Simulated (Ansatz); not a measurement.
Crystal: GaCo.

```
Ga Co
1.0
     2.87800    0.00000    0.00000
     0.00000    2.87800    0.00000
     0.00000    0.00000    2.87800
Ga Co
1 1
Direct
  0.50000 0.50000 0.50000
  0.00000 0.00000 0.00000
```

Alike in all runs: program Ansatz 0.2.0; functional PBE; potentials or basis Ansatz PAW; cutoff 420 eV (not typed: the program's choice for these potentials); k mesh 8 × 8 × 8; occupations fermi-dirac, width 0.05 eV.

The same cell was started in several ways:

```tsv
start	free energy over the lowest (meV/atom)	net moment (μB)	site or absolute moments (μB)	gap
collinear spin, ferromagnetic start of up to 1 μB; fixed moment 1	78.2	1.00	Ga -0.01; Co +1.01	-
collinear spin, ferromagnetic start of up to 0.5 μB; fixed moment 0.5	18.2	0.50	Ga -0.01; Co +0.54	-
collinear spin, ferromagnetic start of up to 2.5 μB; fixed moment 2.5	811.7	2.50	Ga +0.17; Co +2.10	-
collinear spin, ferromagnetic start of up to 4 μB; fixed moment 4	2476.6	4.00	Ga +0.44; Co +2.91	-
collinear spin, ferromagnetic start of up to 2 μB; fixed moment 2	455.1	2.00	Ga +0.08; Co +1.78	-
collinear spin, ferromagnetic start of up to 1.5 μB; fixed moment 1.5	211.9	1.50	Ga +0.02; Co +1.42	-
collinear spin, program default start; fixed moment 0	0.0	0.00	-	-
collinear spin, ferromagnetic start of up to 3 μB; fixed moment 3	1259.4	3.00	Ga +0.26; Co +2.38	-
```

All polarised runs hold their moment fixed, so the table maps the energy against it. A still lower state may exist.

Caveats: the total moment is fixed, so each spin has its own Fermi level.
